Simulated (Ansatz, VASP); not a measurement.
# BAs in VASP and in Ansatz

```
B As
1.0
     0.00000    2.31437    2.31437
     2.31437    0.00000    2.31437
     2.31437    2.31437    0.00000
B As
1 1
Direct
  0.00000 0.00000 0.00000
  0.25000 0.25000 0.25000
```

Change from the starting cell: hydrostatic strain -3.2%.

Alike in both runs: task single point; functional r2SCAN; k mesh 10 × 10 × 10; no spin polarisation.

|  | VASP | Ansatz |
| --- | --- | --- |
| version | VASP 6.6.1 | Ansatz 0.2.0 |
| potentials or method | VASP PAW PBE potentials, release 64 (B, As) | plane waves, PAW |
| plane-wave cutoff (eV) | 520 | 500 |
| occupations | gaussian, width 0.01 eV | fixed |
| valence electrons in the cell | 8 | 18 |

VASP gave:

- gap on the k mesh at the Fermi level (eV): 1.26
- pressure (GPa): 17.6

Task: Estimate Ansatz's values.

Result: gap on the k mesh at the Fermi level (eV): 1.27; pressure (GPa): 17.0.

The two sets of potentials don't hold the same shells in valence.

Caveats: so large a pressure means that the cell lies far from this level's equilibrium, or that cutoff or potentials fall short (VASP); the potentials were made for another functional, which shifts forces and pressure (VASP). A k mesh can miss the band edges.
